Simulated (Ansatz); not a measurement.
Runs of Ansatz 0.2.0 on Mo. The structure is cubic, space group Im-3m (No. 229). Conventional cell: a = 3.168 Å, b = 3.168 Å, c = 3.168 Å, α = 90.00°, β = 90.00°, γ = 90.00°. Around Mo (site symmetry m-3m) lie 8 Mo at 2.74 Å. 

| task | level | spin | cell | k mesh | atoms under strain | points for each segment of the path | gap on the mesh (eV) | pressure (GPa) | relaxed volume (Å³/atom) |
| --- | --- | --- | --- | --- | --- | --- | --- | --- | --- |
| elastic constants | PBEsol | off | as given | 9 × 9 × 9 | relaxed | - | none | (a) | - |
| relaxation of cell and atoms | BLYP | off | relaxed | 12 × 12 × 12 | - | - | - | 0.0 | (b) |
| relaxation of cell and atoms | revPBE+D4 | off | relaxed | 12 × 12 × 12 | - | - | - | 0.0 | 15.36 |
| band structure | PBEsol | SOC, no magnetisation | as given | 9 × 9 × 9 | - | 14 | none | -9.7 | - |
| relaxation of cell and atoms | RPBE+D3(BJ) | off | relaxed | 12 × 12 × 12 | - | - | - | 0.0 | 13.60 |

Alike in all rows: potentials or basis Ansatz PAW; cutoff (eV) 420; smearing fermi-dirac 0.05 eV.

Q: Fill in the values left out.

A: (a) -9.8; (b) 16.40.

Caveats: the PAW data sets come from PBE, with cores solved anew for the run's functional, which leaves a small shift of forces and pressure; the plane-wave basis is chosen anew once the cell has moved, so the energies of steps on either side of that aren't comparable (some runs); the cell is more than 3 GPa from zero pressure, which shifts response properties (some runs); elastic constants of metals need much finer meshes, so these are rough (some runs).

A k mesh can miss the band edges, and rows without SOC leave out spin-orbit coupling on Mo.

A gap of «none» marks a metal or a gap under the smearing width.

Runs at the PBE level aren't shown here.
